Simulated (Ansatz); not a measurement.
Input of an Ansatz 0.2.0 run:

File input.yaml:

```yaml
crystal:
  lattice:
    - [0.0, 2.8338, 2.8338]
    - [2.8338, 0.0, 2.8338]
    - [2.8338, 2.8338, 0.0]
  atoms:
    - { symbol: Se, position: [0.75, 0.75, 0.75] }
    - { symbol: Zn, position: [0.0, 0.0, 0.0] }
kpoints:
  mp_grid: { grid: [8, 8, 8] }
  band_path:
    path:
      - [0.0, 0.0, 0.0]
      - [0.5, 0.0, 0.5]
      - [0.5, 0.25, 0.75]
      - [0.375, 0.375, 0.75]
      - [0.0, 0.0, 0.0]
      - [0.5, 0.5, 0.5]
      - [0.625, 0.25, 0.625]
      - [0.5, 0.25, 0.75]
    npoints: 6
scf:
  occupations: { method: fermi_dirac, width: 0.05 }
hamiltonian:
  xc: blyp
  pseudopotentials: { kind: all_electron, lapw: { basis_error: 0.001 } }
output:
  forces: true
  stress: true
  eigenvalues: true
```

Potentials or basis: all-electron LAPW, scalar-relativistic.

Launch:

```sh
$ ansatz run input.yaml --threads 1 --pin off --max-ram 3072MiB --backend cpu --events-out ev --progress --plain --runs-dir out
```

Predict the band gap on the k mesh.

1.23 eV, direct.

Estimate the band gap along the path.

1.23 eV, direct.

Levels at the corners of the path, in eV from the valence-band top:
```csv
point,band 18,band 19,band 20,band 21,band 22,band 23,band 24,band 25,band 26,band 27
Γ,-6.29,-6.29,0.00,0.00,0.00,1.23,5.87,5.87,5.87,10.06
X,-6.24,-6.11,-4.76,-2.15,-2.15,3.15,3.50,10.79,11.22,11.22
W,-6.31,-5.99,-4.68,-2.71,-2.60,5.47,5.63,7.02,7.88,11.70
K,-6.27,-6.03,-4.71,-3.02,-1.76,3.67,5.63,9.16,9.30,9.60
Γ,-6.29,-6.29,0.00,0.00,0.00,1.23,5.87,5.87,5.87,10.06
L,-6.27,-6.13,-5.17,-0.85,-0.85,2.53,6.47,6.47,8.73,11.09
U,-6.27,-6.03,-4.71,-3.02,-1.76,3.67,5.63,9.16,9.30,9.60
W,-6.31,-5.99,-4.68,-2.71,-2.60,5.47,5.63,7.02,7.88,11.70
```

**Experimental background.**

“Alloy Disordering Effects on the Thermal Conductivity and Energy Gap Temperature Dependence of Cd1−xZnxSe Ternary Crystals Grown by the Bridgman Method”, 2023, pmc:10253836 reports, for a bulk crystal of ZnSe at 300 K: band gap 2.695 ± 0.003 eV (an exciton energy, a little under the gap).

Against the measured gap of ZnSe, 2.695 eV (an exciton energy, a little under the gap; 300 K; “Alloy Disordering Effects on the Thermal Conductivity and Energy Gap Temperature Dependence of Cd1−xZnxSe Ternary Crystals Grown by the Bridgman Method”, 2023, pmc:10253836), the calculated 1.23 eV is off by -1.46 eV. So large a miss can be the level of theory's own, or it may mean another phase, state or a wrong row. Spin-orbit coupling on Se is left out. The value is that of BLYP, without temperature or zero-point motion. Semilocal functionals fall short of measured gaps as a rule.
